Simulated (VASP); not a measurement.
Write the native input for VASP 6.6.1 that does the following.

```
Task                   : relaxation of cell and atoms
Functional             : PBEsol
Potentials or basis    : VASP PAW PBE potentials, release 64 (Cu, I)
Cutoff                 : 600 eV
k mesh                 : 8 × 8 × 8
Occupations            : gaussian, width 0.03 eV
Spin                   : no spin polarisation
Target pressure        : 0.63 GPa
Further INCAR settings : ALGO = Normal; EDIFF = 1e-07; IBRION = 2; EDIFFG = -0.005; NSW = 90; ISIF = 3
Target pressure        : 0.63 GPa
```

The structure of CuI (Marshite) lies in POSCAR:

```
CuI                                     
1.0
   -0.0000000000      2.9587025387      2.9587025387
    2.9587025387     -0.0000000000      2.9587025387
    2.9587025387      2.9587025387      0.0000000000
  Cu              I             
     1     1
Direct
     0.2500000000000000    0.2500000000000000    0.2500000000000000
     0.0000000000000000    0.0000000000000000    0.0000000000000000
```

One way to write it, as run:

INCAR

```
SYSTEM = CuI
  PREC = Accurate
  ENCUT = 600
  EDIFF = 1E-7
  ISMEAR = 0
  SIGMA = 0.03
  LREAL = .FALSE.
  LASPH = .TRUE.
  NELM = 80
  ALGO = Normal
  ISIF = 3
  LWAVE = .FALSE.
  LCHARG = .FALSE.
  GGA = PS
  IBRION = 2
  NSW = 90
  EDIFFG = -0.005
  PSTRESS = 6.3
```

KPOINTS

```
Automatic mesh
0
G
  8 8 8
  0 0 0
```

Potentials or basis: VASP PAW PBE potentials, release 64 (Cu, I).

Command:

```console
$ cat potpaw_PBE.64/Cu/POTCAR potpaw_PBE.64/I/POTCAR > POTCAR
$ mpirun -np 1 vasp_std > vasp.out
```

Results of the run:

```yaml
Relaxed_volume: 25.94 Å³/atom
Relaxed_cell: a = 4.187 Å, b = 4.187 Å, c = 4.187 Å, α = 60.00°, β = 60.00°, γ = 60.00°
Space_group_after_relaxing_to_0.05_Å: F-43m (No. 216)
Energy_change_on_relaxing_the_enthalpy_is_what_falls: -0.2 meV/atom
Ionic_steps: 2
Pressure_after_relaxing: 0.6 GPa
Band_gap_on_the_k_mesh: 1.22 eV, direct
```

Caveat: the cell is relaxed towards a set pressure, so the enthalpy falls and the energy may rise; the PAW data sets were made with another functional, which shifts forces and pressure a little; spin-orbit coupling is left out, which moves the levels of the heavy elements.

It took 41 s on 1 thread of AMD EPYC 9R45 (Zen 5), on a shared host, peak memory 0.18 GiB.
